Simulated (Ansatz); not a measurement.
Crystal: Se.

```
Se
1.0
     2.81056    0.00000    0.00000
     0.00000    2.81056    0.00000
     0.00000    0.00000    2.81056
Se
1
Direct
  0.00000 0.00000 0.00000
```

This isn't the form of Se at room conditions, which is trigonal, of chains.

| Quantity | Value |
| --- | --- |
| Program | Ansatz 0.2.0 |
| Task | relaxation of cell and atoms |
| Functional | LDA |
| Potentials or basis | Ansatz PAW |
| Cutoff | 420 eV (not typed: the program's choice for these potentials) |
| k mesh | 9 × 9 × 9 |
| Occupations | fermi-dirac, width 0.05 eV |
| Spin | no spin polarisation |

At the start: volume 22.20 Å³/atom.

**Question.** Where does the relaxation end?

**Answer.** It ends after 5 steps and the volume is 21.33 Å³/atom (-3.9 %); space group Pm-3m (No. 221, to 0.05 Å).

The path:
| step | energy change (eV) | largest force (eV/Å) | volume (Å³) |
| --- | --- | --- | --- |
| 1 | 0.0000 | 0.0000 | 22.20 |
| 2 | -0.0028 | 0.0000 | 20.63 |
| 3 | -0.0089 | 0.0000 | 21.37 |
| 4 | -0.0089 | 0.0000 | 21.33 |
| 5 | -0.0087 | 0.0000 | 21.33 |

Final structure:
```cif
data_structure
_symmetry_space_group_name_H-M 'P 1'
_symmetry_Int_Tables_number 1
_cell_length_a 2.7731
_cell_length_b 2.7731
_cell_length_c 2.7731
_cell_angle_alpha 90.000
_cell_angle_beta 90.000
_cell_angle_gamma 90.000
_cell_volume 21.33
loop_
_atom_site_label
_atom_site_type_symbol
_atom_site_fract_x
_atom_site_fract_y
_atom_site_fract_z
_atom_site_occupancy
Se1 Se 0.00000 0.00000 0.00000 1
```

Caveat: the plane-wave basis is chosen anew once the cell has moved, so the energies of steps on either side of that aren't comparable; the PAW data sets come from PBE, with cores solved anew for the run's functional, which leaves a small shift of forces and pressure.
